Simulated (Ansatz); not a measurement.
B in Ansatz: convergence with ecutrho ratio

The system is B.

```xyz
2
Lattice="1.6246 0.0000 0.0000 0.0000 2.8662 0.0000 0.0000 0.0000 3.9144" Properties=species:S:1:pos:R:3 pbc="T T T"
B     0.0000    1.4331    2.3849
B     0.8123    0.0000    1.5295
```

The cell was built by a generator and needn't be a form met in nature.

- Program: Ansatz 0.2.0
- Task: convergence study
- Functional: PBE0
- Potentials or basis: Ansatz PAW
- Cutoff: 420 eV
- Density cutoff: 1680 eV
- k mesh: 8 × 5 × 4
- Occupations: fermi-dirac, width 0.1 eV
- Spin: no spin polarisation

These are the settings of the first run; the series varies ecutrho ratio, with any setting tied to it.

Hardware: 2 threads of Arm Neoverse V2 (shared host).

```
ecutrho ratio  energy less the tightest run, at zero smearing (meV/atom)  SCF cycles  CPU time (s)  peak memory (GiB)
            4                                                       0.00          43            25               0.48
            5                                                       0.00          44            25                0.5
            6                                                       0.00          41            26                0.5
            8                                                       0.00          42            26                0.5
           10                                                       0.00          42            27               0.51
           12                                                       0.00          42            28               0.52
```

Against the tightest run, the energy stays within 1 meV/atom from 4 on. The tightest run that finished is the yardstick and may itself not be fully converged.

Caveat, for the tightest run too: the k mesh is coarse (spacing up to 0.48 Å⁻¹), so the values aren't converged, least of all with exact exchange.
